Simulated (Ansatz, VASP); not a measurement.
# KBr: VASP beside Ansatz

```
K Br
1.0
     0.00000    3.30223    3.30223
     3.30223    0.00000    3.30223
     3.30223    3.30223    0.00000
K Br
1 1
Cartesian
  0.0000 0.0000 0.0000
  3.3022 3.3022 3.3022
```

Alike in both runs: functional r2SCAN; k mesh 6 × 6 × 6; occupations gaussian, width 0.02 eV; no spin polarisation.

Ansatz relaxed the structure, and its values are those at the end. VASP's run is a single point on that final structure, the one shown.

|  | VASP | Ansatz |
| --- | --- | --- |
| version | VASP 6.6.1 | Ansatz 0.2.0 |
| potentials or method | VASP PAW PBE potentials, release 64 (K_sv, Br) | scalar-relativistic, plane waves, PAW |
| plane-wave cutoff (eV) | 520 | 500 |
| valence electrons in the cell | 16 | 16 |

|  | VASP | Ansatz | Ansatz less VASP |
| --- | --- | --- | --- |
| gap on the k mesh at the Fermi level (eV) | 5.07 | 5.07 | -0.002 |
| least direct gap on the mesh (eV) | 5.07 | 5.07 | -0.002 |
| pressure (GPa) | 0.0 | 0.0 | 0.00 |

With one functional, cell and mesh, what is left measures potentials, basis and numerics.

Caveats: the PAW data sets were made with another functional, which shifts forces and pressure a little (VASP). r2SCAN opens gaps a little over a GGA but as a rule still falls short of measured ones.
